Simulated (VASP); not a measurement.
Input of a VASP 6.6.1 run:

Contents of INCAR:

```
PREC = Accurate
ENCUT = 520
EDIFF = 1E-8
ISMEAR = -1
SIGMA = 0.05
LREAL = F
LASPH = T
NELM = 80
ALGO = Normal
ISIF = 2
LWAVE = F
LCHARG = F
GGA = PS
LEPSILON = T
IBRION = 8
```

Contents of KPOINTS:

```
Automatic mesh
0
Gamma
  8 8 8
```

The input POSCAR:

```
BeTe
1.0
    0.0000000000      2.7700000000      2.7700000000
    2.7700000000      0.0000000000      2.7700000000
    2.7700000000      2.7700000000      0.0000000000
Te Be
1 1
Direct
    0.7500000000      0.7500000000      0.7500000000
    0.0000000000      0.0000000000      0.0000000000
```

Potentials or basis: VASP PAW PBE potentials, release 64 (Te, Be).

Run with:

```sh
$ cat potpaw_PBE.64/Te/POTCAR potpaw_PBE.64/Be/POTCAR > POTCAR
$ mpirun -np 1 vasp_std > vasp.out
```

(1) What does it give for the electronic dielectric tensor (diagonal)?

(2) Predict the Born charges (mean of the diagonal).

(3) Predict the band gap on the k mesh.

(4) Predict the highest phonon frequency at Γ, LO-TO splitting left out.

## Answers

(1) 7.76.

(2) Te -1.23; Be +1.23 e.

(3) 1.73 eV, indirect (least direct gap 3.55 eV).

(4) 497 cm⁻¹.

Caveat: spin-orbit coupling is left out, which moves the levels of the heavy elements.
